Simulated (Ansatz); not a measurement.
The cell is COD entry 9008473, as deposited and not checked against the literature; nothing was relaxed. The listed cell was then made from it by scaling, straining or moving an atom.

Li: DFT, PBE, all-electron PAW with datasets made for the crystal, scalar-relativistic (Ansatz 0.2.0). What sets it apart from a plain run of this crystal: equal xx and yy strain of -1 %.

Command: `ansatz run input.yaml --threads 1 --pin off --max-ram 3072MiB --backend cpu --events-out ev --progress --plain --runs-dir out` The run took 1.4 s on 1 thread of Intel(R) Xeon(R) 6975P-C (Granite Rapids), on a shared host, peak memory 0.29 GiB.

```yaml
crystal:
  lattice:
    - [0.0, 2.17998, 2.202]
    - [2.17998, 0.0, 2.202]
    - [2.17998, 2.17998, 0.0]
  atoms:
    - { symbol: Li, position: [0.0, 0.0, 0.0] }
kpoints:
  mp_grid: { grid: [13, 13, 13] }
scf:
  occupations: { method: fermi_dirac, width: 0.08 }
hamiltonian:
  xc: pbe
  pseudopotentials: { kind: all_electron, datasets: crystal }
output:
  forces: true
  stress: true
  eigenvalues: true
  efg: { contact_densities: true }
```

Output (standing set-up lines are left out):

```
Crystal: 1 atoms, lattice volume = 20.929 Å³
Symmetry: 16 space group operations
Space group: I4/mmm (ITA 139), of the structure as read, at distance tolerance 2.8e-5 Å
k-points: 196 of 2197
iter 1 solved again at ethr=1.50e-4 eV; its pass at ethr=1.00e-1 eV (dr2=1.50e-3 eV) is discarded
SCF iter   1: F=—  HF=-204.680444 eV  |F-HF|=—  |Δ(HF+E_count)|=         —  Δρ=2.52e-3  dr2=1.58e-3  ethr=1.50e-4  ⟨swp⟩=3.0  Hψ=6494  notcnv=0
preconditioner: auto → none  [metal: Δε(μ)=0.037 eV  Ē_g=10.389 eV  σ=0.080 eV  W_gap=0.12  n_scr=0 (ndim 8)  ℏωp=8.1 eV  f_vac=0.001  D(μ)=0.60/eV (n_scr^D=0)]
SCF iter   2: F=—  HF=-204.686251 eV  |F-HF|=—  |Δ(HF+E_count)|=   5.81e-3  Δρ=1.50e-3  dr2=6.02e-4  ethr=1.50e-4  ⟨swp⟩=2.2  Hψ=1331  notcnv=0
iter 3 solved again at ethr=7.38e-7 eV; its pass at ethr=6.02e-5 eV (dr2=7.38e-6 eV) is discarded
SCF iter   3: F=—  HF=-204.689430 eV  |F-HF|=—  |Δ(HF+E_count)|=   3.18e-3  Δρ=1.62e-4  dr2=7.39e-6  ethr=7.38e-7  ⟨swp⟩=1.7  Hψ=3814  notcnv=0
SCF iter   4: F=—  HF=-204.689434 eV  |F-HF|=—  |Δ(HF+E_count)|=   3.81e-6  Δρ=5.58e-5  dr2=8.88e-7  ethr=7.38e-7  ⟨swp⟩=1.7  Hψ=1120  notcnv=0
SCF iter   5: F=-204.689435 eV  HF=-204.689435 eV  |F-HF|=3.41e-10  |Δ(HF+E_count)|=   9.18e-7  Δρ=5.94e-7  dr2=3.74e-11  ethr=8.88e-8  ⟨swp⟩=1.7  Hψ=1117  notcnv=0
SCF 1 converged in 5 iterations: F = -204.689435 eV  dr2 = 3.74e-11
  Residual-converged pass: ⟨swp⟩=2.1  Hψ=1203  notcnv=0  max |occ|·‖R‖ = 3.4e-6 eV (tolerance 3.7e-6 eV)  dr2=3.95e-11  dr2_onsite=4.50e-10  max |Δocc| = 6.7e-8
  greatest PAW one-centre occupation: 0.112 electrons in one spin orbital (limit 2), on the Li atom at site 0 (counted from 0), in its partial waves of l = 0
SCF converged after 5 iterations
Free energy (F): -204.689435 eV
Harris-Foulkes:  -204.689435 eV  (|F-HF|=3.41e-10)
Internal energy: -204.677018 eV  (E = F + TS)
E sigma→0 (E₀):  -204.683226 eV
Entropy (-TS):   -0.012417 eV (-12.417 meV/atom)
Past the cutoff: the bands carry plane waves up to 1.75 times it, of which those up to 1.5 times it add -0.000049 eV an atom, each by itself; the spheres take 0.000044 eV an atom off the energy for waves past 1.75 times it
By the cutoff:   a pressure is off by up to 0.004 GPa (1.2 times the spheres' own share and the shells' term, over an atom's volume, and 0.004 GPa: a bound that held against runs at twice the plane waves)
Past the cutoffs: a stress includes 0.0000 GPa for waves and charges beyond them, in addition to the slope of what the spheres take
In the spheres:  the bands' charges fall short by 2.4e-6 e at most (sound up to 1e-3)
Fermi energy:    0.827827 eV
--- Per-component energies (eV) ---
  The terms above E_closure are by the made datasets' own strengths, without shells solved beside the bands.
--- Forces (eV/Å), atoms counted from 1 ---
  atom   1  Li    -0.00000000     0.00000000    -0.00000000
  max |Σ_I F_I| component: 1.93e-34 eV/Å
--- Stress (GPa, compression-positive) ---
       -0.427249      -0.000000       0.000000
       -0.000000      -0.427249       0.000000
        0.000000       0.000000      -0.431661
  P = ⅓ Tr σ = -0.4287 GPa (-4.287 kbar)
--- PAW observables at the nuclei: V_zz in 10²¹ V/m², potentials from the cell's mean, atoms counted from 1 ---
  atom   1  Li V_zz =    -0.000860   η = 0.0000   by run symmetry: allowed
            electrostatic potential = -161.239396 V   contact ρ = 94.737838 e/Å³
--- Band table (eV; the first three rows and the last of 196) ---
  k-point 0: bands = ["-2.7189", "14.8363", "14.8363"]
  k-point 1: bands = ["-2.6141", "13.7386", "14.6052"]
  k-point 2: bands = ["-2.2999", "11.4991", "14.1243"]
  k-point 195: bands = ["2.3269", "5.2654", "8.3029"]
```
